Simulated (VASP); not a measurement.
Input:

```
CELL_PARAMETERS angstrom
      4.22968     0.00000     0.00000
      0.00000     4.22968     0.00000
      0.00000     0.00000     4.22968
ATOMIC_POSITIONS crystal
  Ba 0.00000 0.00000 0.00000
  Sn 0.50000 0.50000 0.50000
  O  0.50000 0.00000 0.50000
  O  0.00000 0.50000 0.50000
  O  0.50000 0.50000 0.00000
```

Level of theory: PBE GGA, VASP's PBE PAW potentials (set 64) (plane waves; VASP). Run with 520 eV cut-off, 5×5×5 Γ-centred mesh, Gaussian smearing of 0.050 eV, potentials Ba_sv Sn_d O.

Question: Give the stress tensor in GPa (positive for a compressed cell).

Answer: 
```
-3.58   0.00   0.00
 0.00  -3.58   0.00
 0.00   0.00  -3.58
```
The pressure is its mean diagonal, -3.58 GPa.

The compound is BaSnO3 in the cubic perovskite structure. This cell is one point of a volume scan, at 1.03 of the reference volume.
